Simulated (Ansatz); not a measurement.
diamond against fcc along groups 8 to 10

These are results of Ansatz 0.2.0, DFT, LDA (PW92), plane waves (420 eV) with PAW, scalar-relativistic, not measurements. The PAW files were generated under PBE, with cores re-solved for the functional.

Each structure is relaxed within its symmetry, in the lowest magnetic state of the tried starts. Differences under about 8 meV lie within the error of the k-point mesh.

```json
{"element": "Fe", "E(diamond) − E(fcc) (meV/atom)": "1230", "V(diamond) (Å³/atom)": "13.43", "V(fcc) (Å³/atom)": "9.60", "state of diamond": "non-magnetic", "state of fcc": "non-magnetic"}
{"element": "Ru", "E(diamond) − E(fcc) (meV/atom)": "1272", "V(diamond) (Å³/atom)": "19.21", "V(fcc) (Å³/atom)": "13.16", "state of diamond": "spin not included", "state of fcc": "spin not included"}
{"element": "Os", "E(diamond) − E(fcc) (meV/atom)": "?", "V(diamond) (Å³/atom)": "?", "V(fcc) (Å³/atom)": "?", "state of diamond": "?", "state of fcc": "?"}
{"element": "Co", "E(diamond) − E(fcc) (meV/atom)": "1365", "V(diamond) (Å³/atom)": "13.77", "V(fcc) (Å³/atom)": "10.07", "state of diamond": "spin not included", "state of fcc": "ferromagnetic"}
{"element": "Ir", "E(diamond) − E(fcc) (meV/atom)": "1228", "V(diamond) (Å³/atom)": "20.54", "V(fcc) (Å³/atom)": "13.84", "state of diamond": "spin not included", "state of fcc": "non-magnetic"}
{"element": "Pd", "E(diamond) − E(fcc) (meV/atom)": "1413", "V(diamond) (Å³/atom)": "22.16", "V(fcc) (Å³/atom)": "14.18", "state of diamond": "ferromagnetic", "state of fcc": "spin not included"}
{"element": "Pt", "E(diamond) − E(fcc) (meV/atom)": "1318", "V(diamond) (Å³/atom)": "22.54", "V(fcc) (Å³/atom)": "14.77", "state of diamond": "spin not included", "state of fcc": "spin not included"}
```

(1) Fill in the row of Os.

Results:

(1) E(diamond) − E(fcc) (meV/atom): 1366; V(diamond) (Å³/atom): 20.49; V(fcc) (Å³/atom): 13.76; state of diamond: spin not included; state of fcc: spin not included.
